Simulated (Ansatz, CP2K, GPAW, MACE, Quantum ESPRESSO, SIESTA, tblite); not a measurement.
## Generalised stacking fault on (110) of a LiCl-LiBr solid solution (56 atoms): runs against a plane-wave reference

The cell holds 56 atoms: 28 Li, 10 Br and 18 Cl. Cell: a = 7.448 Å, b = 5.266 Å, c = 26.357 Å, α = 90.0°, β = 85.3°, γ = 90.0°. Rock-salt LiCl lattice (a = 5.2663 Å, the value set for the mixture), cell with z along [110], 2 x 1 x 7 periods; the third cell vector is tilted by 0.583 of 1/2[1-10] and lengthened by 0.2 Å, so the cell holds one fault; displaced by a Gaussian of 0.01 Å; 10 of 28 Cl sites given to Br at random (lattice constant by Vegard's rule between LiCl and LiBr). Then every atom was moved at random, 0.02 Å r.m.s. a Cartesian component.

Geometry: as built.

The reference, a calculation:

* method: Kohn-Sham DFT, PBE, SSSP efficiency 1.3.0 pseudopotentials, plane waves (Quantum ESPRESSO 7.5); sssp-pbe-1.3.0-efficiency, cutoffs 45/360 Ry, Γ point
* r.m.s. force component: 0.5155 eV/Å
* longest force: 3.128 eV/Å
* pressure: 0.7083 GPa
* gap (highest filled to lowest empty level): 5.253 eV
* time: 3.9 min on 2 MPI ranks of Arm Neoverse V1, shared host
* CPU time: 7.9 min

**Question.** The same geometry is run in other programs. How far does each lie from the reference, and what does it cost?
- MACE MPA-0 medium potential (MACE MPA-0 medium; 1 thread)
- CP2K PBE, TZVP-MOLOPT (SR for Li), 800/50 Ry, diagonalisation (CP2K 2026.2; 4 MPI ranks)
- MACE MP-0b2 small potential (MACE MP-0b2 small; 1 thread)
- tblite GFN1-xTB (tblite 0.8.0; 1 thread)
- GPAW revPBE, LCAO dzp, h 0.2 Å (GPAW 26.7.0; 1 thread)
- CP2K PBE+D3(BJ), DZVP-UZH, 800/50 Ry, diagonalisation (CP2K 2026.2; 4 MPI ranks)
- CP2K PBE, DZVP-UZH, 800/50 Ry, diagonalisation (CP2K 2026.2; 4 MPI ranks)
- MACE MP-0b3 medium potential (MACE MP-0b3 medium; 1 thread)
- GPAW PBE, LCAO dzp, h 0.2 Å, other mixer settings (GPAW 26.7.0; 1 thread)
- QE PBE, sssp-1.3.0-efficiency, 45/360 Ry, cg (Quantum ESPRESSO 7.5; 4 MPI ranks)

Differences are against the plane-wave reference, forces as r.m.s. over components; share is that over the reference's r.m.s. force, slope the least-squares factor from reference forces to these. Total energies of different programs have different zeros and aren't compared.

```
                                                          run  Δ force, r.m.s. (meV/Å)  share (%)  slope  Δ pressure (GPa)  Δ gap (eV)  cores  CPU time  memory (GiB)
                                                    reference                        -          -      -                 -           -      2   7.9 min           2.0
                                  MACE MPA-0 medium potential                     30.4       5.89  0.968             0.851           -      1     8.8 s          0.85
CP2K PBE, TZVP-MOLOPT (SR for Li), 800/50 Ry, diagonalisation                     10.3       2.00  1.015             0.210      -0.148      4    11 min           4.7
                                  MACE MP-0b2 small potential                     41.3       8.00  0.993             0.764           -      1     7.8 s          0.66
                                              tblite GFN1-xTB                      292       56.7  1.518            -0.880           -      1       4 s          0.11
                               GPAW revPBE, LCAO dzp, h 0.2 Å                      100       19.5  1.191                 -       0.116      1      71 s           1.0
        CP2K PBE+D3(BJ), DZVP-UZH, 800/50 Ry, diagonalisation                     23.2       4.49  1.038             -1.84      -0.130      4     7 min           4.5
               CP2K PBE, DZVP-UZH, 800/50 Ry, diagonalisation                     22.8       4.42  1.038             0.232      -0.130      4   6.8 min           4.5
                                 MACE MP-0b3 medium potential                     35.2       6.82  0.995             0.974           -      1     8.9 s          0.85
            GPAW PBE, LCAO dzp, h 0.2 Å, other mixer settings                     84.0       16.3  1.159                 -      -0.085      1      90 s          0.95
                 QE PBE, sssp-1.3.0-efficiency, 45/360 Ry, cg                    0.655      0.127  1.000           -0.0113       0.001      4    23 min           2.0
```

Times of the machine-learned potentials are mostly Python's start and the loading of weights.

CPU time is summed over cores on a shared host, where runs went side by side, so it is rough. Symmetry, cutoffs, thresholds, outputs and thread counts weren't matched or tuned between programs; memory under MPI is the largest rank's times the ranks.

With the reference's own potentials and cutoffs, another solver or threshold moves forces by 0.13 % (QE PBE, sssp-1.3.0-efficiency, 45/360 Ry, cg). The PBE runs in local orbitals differ by 2.0 % (CP2K PBE, TZVP-MOLOPT (SR for Li), 800/50 Ry, diagonalisation) to 16 % (GPAW PBE, LCAO dzp, h 0.2 Å, other mixer settings); basis, grid and potentials can all enter. Tight binding differs by 57 % (tblite GFN1-xTB); it is another model, with fitted parameters of its own, and the xTB methods hold dispersion. Machine-learned potentials differ by 5.9 % (MACE MPA-0 medium potential) to 8.0 % (MACE MP-0b2 small potential); they were trained on other programs' data. Periodic xTB results under one method name differ between programs and library versions. Machine-learned potentials mimic data converged in k, so the reference's own k-point error enters their differences. The electronic-structure runs sample only Γ, in a cell whose shortest periodic width is 5 Å.

[Logs are printed without paths, hosts, clocks, repeated set-up lines and the standing remarks that a program may print on its own settings, such as how far it seeks lower states.]

[Hosts, paths, dates, database ids (printed as entryN), source tags and the programs' standing remarks are cut or masked in the printed files.]
